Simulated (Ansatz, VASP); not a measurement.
## Two plane-wave programs on Ag

```xyz
1
Lattice="0.0000 2.0427 2.0427 2.0427 0.0000 2.0427 2.0427 2.0427 0.0000" Properties=species:S:1:pos:R:3 pbc="T T T"
Ag    0.0000    0.0000    0.0000
```

Alike in both runs: task band structure; functional PBE; k mesh 11 × 11 × 11; occupations fermi-dirac, width 0.05 eV; no spin polarisation.

|  | VASP | Ansatz |
| --- | --- | --- |
| version | VASP 6.6.1 | Ansatz 0.2.0 |
| potentials or method | VASP PAW PBE potentials, release 54 (Ag) | Ansatz PAW |
| plane-wave cutoff (eV) | 500 | 420 |
| valence electrons in the cell | 11 | 19 |

```tsv
	VASP	Ansatz	Ansatz less VASP
gap on the k mesh at the Fermi level (eV)	none	none	-
pressure (GPa)	4.3	4.4	+0.12
```

A gap of «none» marks a metal or a gap that the smearing closes. The two sets of potentials don't hold the same shells in valence.
